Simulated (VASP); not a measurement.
# Pb (Fm-3m) in VASP: notebook, part 2 of 2

VASP 6.6.1.

## (4) Relaxation of the atoms, PBEsol (a relaxed cell with its volume scaled by 0.94)

Contents of INCAR:

```
  PREC = Accurate
  ENCUT = 600
  EDIFF = 1E-7
  ISMEAR = 1
  SIGMA = 0.1
  LREAL = False
  LASPH = True
  NELM = 80
  ALGO = Normal
  ISIF = 2
  LWAVE = False
  LCHARG = False
  GGA = PS
  IBRION = 2
  NSW = 40
  EDIFFG = -0.01
```

Contents of KPOINTS:

```
Automatic mesh
0
Gamma
  14 14 14
```

Contents of POSCAR:

```
Pb                                      
1.0
    0.0000000000      2.4168054768      2.4168054768
    2.4168054768      0.0000000000      2.4168054768
    2.4168054768      2.4168054768      0.0000000000
  Pb            
     1
Direct
     0.0000000000000000    0.0000000000000000    0.0000000000000000
```

Potentials or basis: VASP PAW PBE potentials, release 64 (Pb_d).

Run with:

```sh
cat potpaw_PBE.64/Pb_d/POTCAR > POTCAR
mpirun -np 1 vasp_std > vasp.out
```

OUTCAR:

```text
PREC = Accurate
   ENCUT = 600
   EDIFF = 1E-7
   ISMEAR = 1
   LREAL = False
   LASPH = True
   NELM = 80
   ISIF = 2
   GGA = PS
   IBRION = 2
   NSW = 40
   EDIFFG = -0.01

 ion  position               nearest neighbor table
   1  0.000  0.000  0.000-

  LATTYP: Found a face centered cubic cell.
 ALAT       =     4.8336109536

  Lattice vectors:

 A1 = (   0.0000000000,   2.4168054768,   2.4168054768)
 A2 = (   2.4168054768,   0.0000000000,   2.4168054768)
 A3 = (   2.4168054768,   2.4168054768,   0.0000000000)

Analysis of symmetry for initial positions (statically):
=====================================================================
 Subroutine PRICEL returns:
 Original cell was already a primitive cell.

 Routine SETGRP: Setting up the symmetry group for a
 face centered cubic supercell.

 Subroutine GETGRP returns: Found 48 space group operations
 (whereof 48 operations were pure point group operations)
 out of a pool of 48 trial point group operations.

The static configuration has the point symmetry O_h .

Analysis of symmetry for dynamics (positions and initial velocities):
=====================================================================
 Subroutine PRICEL returns:
 Original cell was already a primitive cell.

 Routine SETGRP: Setting up the symmetry group for a
 face centered cubic supercell.

 Subroutine GETGRP returns: Found 48 space group operations
 (whereof 48 operations were pure point group operations)
 out of a pool of 48 trial point group operations.

The dynamic configuration has the point symmetry O_h .

 Subroutine INISYM returns: Found 48 space group operations
 (whereof 48 operations are pure point group operations),
 and found     1 'primitive' translations

----------------------------------------------------------------------------------------

[... 116 lines left out ...]
   LHFCALC =     F    Hartree Fock is set to
   AEXX    =    0.0000 exact exchange contribution
   IVDW    =     0    specifies the selected vdW correction
   LEPSILON=     F    determine dielectric tensor
   LRPA    =     F    only Hartree local field effects (RPA)
 conjugate gradient relaxation of ions
 non-spin polarized calculation
 Methfessel and Paxton  Order N= 1 SIGMA  =   0.10
  energy-cutoff  :      600.00
  volume of cell :       28.23
 maximum number of plane-waves:       960
   NGX = 13   NGY = 13   NGZ = 13

 number of electron      14.0000002 magnetization

 Free energy of the ion-electron system (eV)
  ---------------------------------------------------
  ext. energy  EPLUGINS =         0.00000000
  ---------------------------------------------------
  free energy    TOTEN  =        -3.98421530 eV

  energy without entropy =       -3.98475002  energy(sigma->0) =       -3.98439354

 E-fermi :   7.9882     XC(G=0): -10.6889

 val. band max:        7.9502848933   @ k =  -0.2857   0.2857   0.0714
 cond. band min:       8.0762059490   @ k =   0.3571   0.2143   0.0000
 fundamental gap:      0.1259210556
 Fermi energy:         7.9881996754

 k-point     1 :       0.0000    0.0000    0.0000
  band No.  band energies     occupation
      1      -9.1195      2.00000
      2      -9.1195      2.00000
      3      -9.1195      2.00000
      4      -8.9431      2.00000
      5      -8.9431      2.00000
      6      -4.3495      2.00000
      7      15.9132      0.00000
      8      15.9132      0.00000
      9      15.9132      0.00000
     10      17.7257      0.00000
     11      20.1620      0.00000
[... 309 lines left out ...]
 k-point    24 :       0.2857    0.1429    0.0000
  band No.  band energies     occupation
      1      -9.1739      2.00000
      2      -9.0488      2.00000
      3      -9.0128      2.00000
      4      -8.9629      2.00000
      5      -8.8580      2.00000
      6      -2.7948      2.00000
      7       9.3424     -0.00000
      8      12.9623      0.00000
      9      13.3117      0.00000
     10      16.5361      0.00000
     11      18.2878      0.00000

 [... further k-points ...]

------------------------ aborting loop because EDIFF is reached ----------------------------------------

  FORCE on cell =-STRESS in cart. coord.  units (eV):
  Direction    XX          YY          ZZ          XY          YZ          ZX
  --------------------------------------------------------------------------------------
  -------------------------------------------------------------------------------------
  Total        0.6133705      0.6133705      0.6133705      0.0000000      0.0000000      0.0000000
  in kB       34.8079462     34.8079462     34.8079462      0.0000000      0.0000000      0.0000000
  external PRESSURE =      34.8079462 kB  Pullay stress =       0.0000000 kB

 VOLUME and BASIS-vectors are now :
 -----------------------------------------------------------------------------
  energy-cutoff  :      600.00
  volume of cell :       28.23
      direct lattice vectors                 reciprocal lattice vectors
     0.000000000  2.416805477  2.416805477    -0.206884669  0.206884669  0.206884669
     2.416805477  0.000000000  2.416805477     0.206884669 -0.206884669  0.206884669
     2.416805477  2.416805477  0.000000000     0.206884669  0.206884669 -0.206884669

 POSITION                                       TOTAL-FORCE (eV/Angst)
 -----------------------------------------------------------------------------------
      0.00000      0.00000      0.00000         0.000000      0.000000      0.000000
 -----------------------------------------------------------------------------------
    total drift:                               -0.000000     -0.000000     -0.000000

  FREE ENERGIE OF THE ION-ELECTRON SYSTEM (eV)
  ---------------------------------------------------
  free  energy   TOTEN  =        -3.9842153017 eV

  energy  without entropy=       -3.9847500170  energy(sigma->0) =       -3.98439354

 reached required accuracy - stopping structural energy minimisation
```

Run time: 28 s. Hardware: 1 thread of Intel Xeon Platinum 8488C (Sapphire Rapids), shared host; peak memory 0.18 GiB.

Results:

| Item | Value |
| --- | --- |
| Free energy | -3.9842 eV |
| Pressure after relaxing | 3.5 GPa |
| Band gap on the k mesh | none (metal or under the smearing width) |

Final structure:
```yaml
crystal:
  lattice:
    - [0.00000, 2.41681, 2.41681]
    - [2.41681, 0.00000, 2.41681]
    - [2.41681, 2.41681, 0.00000]
  atoms:
    - { symbol: Pb, position: [0.00000, 0.00000, 0.00000] }
```

Caveat: the relaxation stopped at its first step, so nothing moved; the PAW data sets were made with another functional, which shifts forces and pressure a little.

## (5) Relaxation of the atoms, PBEsol (a relaxed cell with its volume scaled by 0.96)

INCAR is that of step 4.

KPOINTS is that of step 4.

Contents of POSCAR:

```
Pb                                      
1.0
    0.0000000000      2.4338257944      2.4338257944
    2.4338257944      0.0000000000      2.4338257944
    2.4338257944      2.4338257944      0.0000000000
  Pb            
     1
Direct
     0.0000000000000000    0.0000000000000000    0.0000000000000000
```

Potentials or basis: VASP PAW PBE potentials, release 64 (Pb_d).

Run with:

```sh
cat potpaw_PBE.64/Pb_d/POTCAR > POTCAR
mpirun -np 1 vasp_std > vasp.out
```

OUTCAR:

```text
PREC = Accurate
   ENCUT = 600
   EDIFF = 1E-7
   ISMEAR = 1
   LREAL = False
   LASPH = True
   NELM = 80
   ISIF = 2
   GGA = PS
   IBRION = 2
   NSW = 40
   EDIFFG = -0.01

 ion  position               nearest neighbor table
   1  0.000  0.000  0.000-

  LATTYP: Found a face centered cubic cell.
 ALAT       =     4.8676515888

  Lattice vectors:

 A1 = (   0.0000000000,   2.4338257944,   2.4338257944)
 A2 = (   2.4338257944,   0.0000000000,   2.4338257944)
 A3 = (   2.4338257944,   2.4338257944,   0.0000000000)

Analysis of symmetry for initial positions (statically):
=====================================================================
 Subroutine PRICEL returns:
 Original cell was already a primitive cell.

 Routine SETGRP: Setting up the symmetry group for a
 face centered cubic supercell.

 Subroutine GETGRP returns: Found 48 space group operations
 (whereof 48 operations were pure point group operations)
 out of a pool of 48 trial point group operations.

The static configuration has the point symmetry O_h .
[... 167 lines left out ...]

 k-point     1 :       0.0000    0.0000    0.0000
  band No.  band energies     occupation
      1      -9.3498      2.00000
      2      -9.3498      2.00000
      3      -9.3498      2.00000
      4      -9.1843      2.00000
      5      -9.1843      2.00000
      6      -4.4447      2.00000
      7      15.4918      0.00000
      8      15.4918      0.00000
      9      15.4918      0.00000
     10      17.4679      0.00000
     11      19.6402      0.00000
[... 309 lines left out ...]
 k-point    24 :       0.2857    0.1429    0.0000
  band No.  band energies     occupation
      1      -9.4002      2.00000
      2      -9.2830      2.00000
      3      -9.2493      2.00000
      4      -9.2018      2.00000
      5      -9.1040      2.00000
      6      -2.9263      2.00000
      7       9.0379     -0.00000
      8      12.6182      0.00000
      9      12.9354      0.00000
     10      16.2326      0.00000
     11      17.9384      0.00000

 [... further k-points ...]

------------------------ aborting loop because EDIFF is reached ----------------------------------------

  FORCE on cell =-STRESS in cart. coord.  units (eV):
  Direction    XX          YY          ZZ          XY          YZ          ZX
  --------------------------------------------------------------------------------------
  -------------------------------------------------------------------------------------
  Total        0.3904454      0.3904454      0.3904454      0.0000000      0.0000000     -0.0000000
  in kB       21.6956407     21.6956407     21.6956407      0.0000000      0.0000000     -0.0000000
  external PRESSURE =      21.6956407 kB  Pullay stress =       0.0000000 kB

 VOLUME and BASIS-vectors are now :
 -----------------------------------------------------------------------------
  energy-cutoff  :      600.00
  volume of cell :       28.83
      direct lattice vectors                 reciprocal lattice vectors
     0.000000000  2.433825794  2.433825794    -0.205437875  0.205437875  0.205437875
     2.433825794  0.000000000  2.433825794     0.205437875 -0.205437875  0.205437875
     2.433825794  2.433825794  0.000000000     0.205437875  0.205437875 -0.205437875

 POSITION                                       TOTAL-FORCE (eV/Angst)
 -----------------------------------------------------------------------------------
      0.00000      0.00000      0.00000        -0.000000     -0.000000     -0.000000
 -----------------------------------------------------------------------------------
    total drift:                               -0.000000     -0.000000     -0.000000

  FREE ENERGIE OF THE ION-ELECTRON SYSTEM (eV)
  ---------------------------------------------------
  free  energy   TOTEN  =        -3.9948362277 eV

  energy  without entropy=       -3.9952261075  energy(sigma->0) =       -3.99496619

 reached required accuracy - stopping structural energy minimisation
```

CONTCAR:

```text
Pb
   1.00000000000000
     0.0000000000000000    2.4338257944000001    2.4338257944000001
     2.4338257944000001    0.0000000000000000    2.4338257944000001
     2.4338257944000001    2.4338257944000001    0.0000000000000000
  Pb
     1
Direct
     0.0000000000000000    0.0000000000000000    0.0000000000000000

  0.00000000E+00  0.00000000E+00  0.00000000E+00
```

Run time: 27 s. Hardware: 1 thread of Intel Xeon Platinum 8488C (Sapphire Rapids), shared host; peak memory 0.18 GiB.

What came out:

```
Free energy             : -3.9948 eV
Pressure after relaxing : 2.2 GPa
Band gap on the k mesh  : none (metal or under the smearing width)
```

Final structure:
```yaml
crystal:
  lattice:
    - [0.00000, 2.43383, 2.43383]
    - [2.43383, 0.00000, 2.43383]
    - [2.43383, 2.43383, 0.00000]
  atoms:
    - { symbol: Pb, position: [0.00000, 0.00000, 0.00000] }
```

Levels at points of the mesh, in eV from the Fermi level:
```tsv
k point	band 3	band 4	band 5	band 6	band 7	band 8	band 9	band 10	band 11
(0.00, 0.00, 0.00)	-17.08	-16.92	-16.92	-12.18	7.76	7.76	7.76	9.73	11.91
(0.50, 0.00, 0.00)	-17.07	-16.76	-16.76	-8.24	-4.53	5.80	5.80	9.20	9.87
(0.50, 0.50, 0.00)	-16.77	-16.72	-16.72	-6.71	-3.55	2.04	2.04	5.46	6.75
```

Caveat: the relaxation stopped at its first step, so nothing moved; the PAW data sets were made with another functional, which shifts forces and pressure a little.

## (6) Overview

| task | cell | gap on the mesh (eV) | pressure (GPa) |
| --- | --- | --- | --- |
| relaxation of cell and atoms | relaxed | none | 0.0 |
| relaxation of the atoms | atoms relaxed from: a relaxed cell with its volume scaled by 0.94 | none | 3.5 |
| relaxation of the atoms | atoms relaxed from: a relaxed cell with its volume scaled by 0.96 | none | 2.2 |

Alike in all rows: level PBEsol; potentials or basis VASP PAW PBE potentials, release 64 (Pb_d); no spin polarisation; k mesh 14 × 14 × 14; cutoff (eV) 600; smearing methfessel-paxton 0.1 eV.

Caveats: the relaxation stopped at its first step, so nothing moved; the PAW data sets were made with another functional, which shifts forces and pressure a little.

Absolute energies hang on the potentials; compare differences alone.
